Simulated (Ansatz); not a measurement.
Crystal: Ni.

```
Ni
1.0
     0.00000    1.73757    1.73757
     1.73757    0.00000    1.73757
     1.73757    1.73757    0.00000
Ni
1
Direct
  0.00000 0.00000 0.00000
```

Program: Ansatz 0.2.0. Alike in all runs: potentials or basis Ansatz PAW; spin collinear, ferromagnetic start; cell as given; k mesh 7 × 7 × 7; smearing fermi-dirac 0.05 eV; the mesh is coarse, so values aren't converged.

Problem. Order these runs on this cell by their pressure, lowest first.
A. level HSEsol; cutoff (eV) 420; points for each segment of the path 4
B. level r2SCANh; cutoff (eV) 500
C. level r2SCAN50; cutoff (eV) 500

Solution. A (-1.2 GPa), B (2.4 GPa), C (4.6 GPa).

Caveats: all runs use coarse meshes; the magnetic or orbital state may not be the lowest; the PAW data sets come from PBE, with cores solved anew for the run's functional, which leaves a small shift of forces and pressure; the thresholds are loose for stress.
